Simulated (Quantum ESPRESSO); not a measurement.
WS2 in Quantum ESPRESSO: the effect of magnetic state

WS2:

```
CELL_PARAMETERS angstrom
0.00000 3.00794 3.00794
3.00794 0.00000 3.00794
3.00794 3.00794 0.00000
ATOMIC_POSITIONS crystal
W 0.00000 0.00000 0.00000
S 0.25000 0.25000 0.25000
S 0.75000 0.75000 0.75000
```

Measurements of this composition are mostly on another form, of space group No. 194.

Alike in all runs:

```yaml
Program: Quantum ESPRESSO 7.5
Task: single point
Functional: PBE
Potentials_or_basis: GBRV 1.5 PBE
Cutoff: 762 eV
Density_cutoff: 6095 eV
k_mesh: 6 × 6 × 6
Occupations: gaussian, width 0.05 eV
Hubbard_terms: W d U = 2 eV
```

| magnetic state | spin | starting moments | fixed moment | pressure (GPa) |
| --- | --- | --- | --- | --- |
| nm | no spin polarisation | - | - | -8.9 |
| nm_spin | collinear spin, zero start | [0.0, 0.0, 0.0] μB | 0 μB | -8.9 |
| fm | collinear spin, ferromagnetic start | [2.0, 0.0, 0.0] μB | - | ? |

Q: What does the run with magnetic state fm give?

A: Pressure -2.1 GPa.

Caveats: U without spin polarisation on a metal has little footing (some runs); the total moment is fixed, so each spin has its own Fermi level (some runs).
